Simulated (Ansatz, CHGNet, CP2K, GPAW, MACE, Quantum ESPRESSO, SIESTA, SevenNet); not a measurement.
**Other levels on P-1 (COD entry) Ca2CrN3, displaced supercell (48 atoms)**

The cell holds 48 atoms: 16 Ca, 8 Cr and 24 N. Cell: a = 11.113 Å, b = 11.440 Å, c = 6.328 Å, α = 72.6°, β = 68.0°, γ = 64.0°. It derives from Ca2CrN3 (P-1 (measured, COD)), repeated 2×2×1. P-1 (COD entry) Ca2CrN3 (cell 5.556, 5.72, 6.328, 72.62, 68.01, 63.97), 2 x 2 x 1 conventional cells; every coordinate displaced by a Gaussian of 0.05 Å. Then every atom was moved at random, 0.05 Å r.m.s. a Cartesian component.

Geometry: as built.

The reference, a calculation:

| Property | Result |
| --- | --- |
| method | Kohn-Sham DFT, PBE, PAW, plane waves (Ansatz 0.2.0); cutoff 420 eV, Γ point, fermi-dirac smearing of 0.05 eV, spin polarised, started with 8 parallel moments, ending at 0.0 μB in the cell; PAW set soft_2 |
| r.m.s. force component | 2.422 eV/Å |
| longest force | 11.78 eV/Å |
| pressure | 1.868 GPa |
| gap (highest filled to lowest empty level) | 0.672 eV |
| SCF cycles | 39 |
| time | 33 s on 8 threads of Arm Neoverse N1, shared host |
| CPU time | 4.2 min |

Q: Estimate the differences from the reference, the CPU time and the memory of each run.
- MACE MP-0b3 medium potential (MACE MP-0b3 medium; 1 thread)
- CP2K PBE, DZVP-MOLOPT-SR, 800/50 Ry, diagonalisation (CP2K 2026.2; 4 MPI ranks)
- CHGNet 0.3.0 potential (CHGNet 0.3.0; 1 thread)
- SIESTA PBE, DZP, shift 0.01 Ry, mesh 500 Ry (SIESTA 5.4.2; 2 MPI ranks)
- SIESTA PBE, DZP, shift 0.01 Ry, mesh 100 Ry (SIESTA 5.4.2; 1 thread)
- SevenNet l3i5 potential (SevenNet l3i5; 1 thread)
- QE PBE, sssp-1.3.0-efficiency, 60/480 Ry (Quantum ESPRESSO 7.5; 4 MPI ranks)
- GPAW PBE, plane waves 550 eV (GPAW 26.7.0; 2 MPI ranks)

Differences are against the plane-wave reference, forces as r.m.s. over components; share is that over the reference's r.m.s. force, slope the least-squares factor from reference forces to these. Total energies of different programs have different zeros and aren't compared.

```tsv
run	Δ force, r.m.s. (meV/Å)	share (%)	slope	Δ pressure (GPa)	Δ gap (eV)	cores	CPU time	memory (GiB)
reference	-	-	-	-	-	8	4.2 min	1.3
MACE MP-0b3 medium potential	840	34.7	0.719	1.30	-	1	11 s	0.82
CP2K PBE, DZVP-MOLOPT-SR, 800/50 Ry, diagonalisation	78.4	3.24	1.025	1.30	-	4	40 min	6.2
CHGNet 0.3.0 potential	691	28.5	0.764	1.01	-	1	5.1 s	0.79
SIESTA PBE, DZP, shift 0.01 Ry, mesh 500 Ry	369	15.2	1.095	7.23	0.0412	2	30 min	1.5
SIESTA PBE, DZP, shift 0.01 Ry, mesh 100 Ry (coarse)	390	16.1	1.101	7.75	0.0558	1	3.6 min	0.35
SevenNet l3i5 potential	546	22.5	0.863	-0.884	-	1	14 s	1.0
QE PBE, sssp-1.3.0-efficiency, 60/480 Ry	8.05	0.332	1.001	-0.246	-0.0047	4	30 min	2.2
GPAW PBE, plane waves 550 eV	286	11.8	1.036	-6.18	-0.0283	2	26 min	1.6
```

Rows marked coarse were listed beforehand as settings not expected to be converged; some can still land near the reference.

Times of the machine-learned potentials are mostly Python's start and the loading of weights.

CPU time is summed over cores on a shared host, where runs went side by side, so it is rough. Symmetry, cutoffs, thresholds, outputs and thread counts weren't matched or tuned between programs; memory under MPI is the largest rank's times the ranks.

PBE on plane waves or a grid with other potentials, cutoffs or grids, coarse settings apart, differs from the reference by 0.33 % (QE PBE, sssp-1.3.0-efficiency, 60/480 Ry) to 12 % (GPAW PBE, plane waves 550 eV) of the r.m.s. force; this holds the reference's own error, so differences of a few per cent don't tell which side is nearer the exact PBE result (QE's 60 Ry are 816 eV, against the reference's 420 eV). GPAW PBE, plane waves 550 eV stands apart from the other plane-wave or grid runs, so its own grid or potentials are the likelier cause. The PBE runs in local orbitals, coarse settings apart, differ by 3.2 % (CP2K PBE, DZVP-MOLOPT-SR, 800/50 Ry, diagonalisation) to 15 % (SIESTA PBE, DZP, shift 0.01 Ry, mesh 500 Ry); basis, grid and potentials can all enter. Machine-learned potentials differ by 23 % (SevenNet l3i5 potential) to 35 % (MACE MP-0b3 medium potential); they were trained on other programs' data. Among those trained on PBE data the slope goes as low as 0.72, which softening far from their training structures can give, though the reference's k-sampling is untested too. Machine-learned potentials mimic data converged in k, so the reference's own k-point error enters their differences. The run was spin polarised, started with 8 parallel moments, ending at 0.0 μB in the cell; the starting moments vanished. The published positions, changed by the recipe (random displacements or longer bonds to H), lie far from the minimum at this level of theory. The electronic-structure runs sample only Γ, in a cell whose shortest periodic width is 6 Å.

[Logs are printed without paths, hosts, clocks, repeated set-up lines and the standing remarks that a program may print on its own settings, such as how far it seeks lower states.]

[Hosts, paths, dates, database ids (printed as entryN), source tags and the programs' standing remarks are cut or masked in the printed files.]
